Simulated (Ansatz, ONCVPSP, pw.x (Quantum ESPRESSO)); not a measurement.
# Which Ti potential is closest to all-electron in the bcc crystal?

All use PBE, scalar-relativistic, no spin, cutoffs from each file’s atomic test, pw.x 7.5; 14³ k-points, Fermi–Dirac smearing 0.01 Ry. Δ is the rms difference from all-electron LAPW of the E(V) curves that follow from fits to the pressures, over ±6 % in volume. Mesh and smearing are coarse and serve the comparison alone. The files are a selection: those with a ghost or negative overlap were mostly not run, and those with noisy or unconverged pressures or nearly equal Δ are left out.

All-electron: a0 = 3.264 Å (V0 = 17.38 Å³/atom), B0 = 104.1 GPa.

Question: Rank them by Δ, smallest first.
A. optimised norm-conserving Vanderbilt (ONCV), ONCVPSP 4.0.1.1 (patched build), PBE; core [Ne], reference 3s2 3p6 3d2 4s2; waves: 3s+4s: rc 1.75 bohr, ncon 4, nbas 9, qcut 8.7 1/bohr, 3 projectors, debl 2.1 Ha; 3p: rc 1.20 bohr, ncon 3, nbas 7, qcut 7.4 1/bohr, 2 projectors, debl 2.8 Ha; 3d: rc 1.50 bohr, ncon 4, nbas 9, qcut 8.2 1/bohr, 2 projectors, debl 2.9 Ha; f scattering state at 0.31 Ha: rc 1.85 bohr, ncon 4, nbas 8, qcut 6.1 1/bohr, 2 projectors, debl 1.4 Ha; local part: polynomial inside 1.05 bohr (lpopt 5, dvloc0 0 Ha); core correction: Teter function, fcfact 4.25, rcfact 1.35.
B. optimised norm-conserving Vanderbilt (ONCV), ONCVPSP 4.0.1.1 (patched build), PBE; core [Ne], reference 3s2 3p6 3d2 4s1.5 4p0.5; waves: 3s+4s: rc 2.00 bohr, ncon 3, nbas 7, qcut 5.6 1/bohr, 2 projectors; 3p+4p: rc 2.15 bohr, ncon 4, nbas 9, qcut 6.7 1/bohr, 2 projectors; 3d: rc 2.55 bohr, ncon 4, nbas 8, qcut 6.8 1/bohr, 2 projectors, debl 0.6 Ha; local part: polynomial inside 1.60 bohr (lpopt 5, dvloc0 3 Ha); core correction: Teter function, fcfact 4, rcfact 1.5.
C. optimised norm-conserving Vanderbilt (ONCV), ONCVPSP 4.0.1.1 (patched build), PBE; core [Ne], reference 3s2 3p6 3d2 4s1.75 4p0.25; waves: 3s+4s: rc 1.85 bohr, ncon 4, nbas 8, qcut 6.7 1/bohr, 2 projectors; 3p+4p: rc 2.15 bohr, ncon 4, nbas 8, qcut 7.1 1/bohr, 3 projectors, debl 2.5 Ha; 3d: rc 2.60 bohr, ncon 4, nbas 8, qcut 5.4 1/bohr, 1 projector; local part: polynomial inside 1.45 bohr (lpopt 5, dvloc0 -1 Ha); core correction: none.
D. optimised norm-conserving Vanderbilt (ONCV), ONCVPSP 4.0.1.1 (patched build), PBE; core [Ne], reference 3s2 3p6 3d2 4s2; waves: 3s+4s: rc 2.00 bohr, ncon 3, nbas 6, qcut 6 1/bohr, 2 projectors; 3p: rc 1.65 bohr, ncon 4, nbas 7, qcut 10.4 1/bohr, 2 projectors, debl 2 Ha; 3d: rc 1.60 bohr, ncon 4, nbas 9, qcut 9.2 1/bohr, 2 projectors, debl 1.8 Ha; local part: polynomial inside 1.20 bohr (lpopt 5, dvloc0 6 Ha); core correction: Teter function, fcfact 4.5, rcfact 1.45.

Answer: A (0.1 meV/atom), D (0.4 meV/atom), B (1.1 meV/atom), C (10.5 meV/atom).
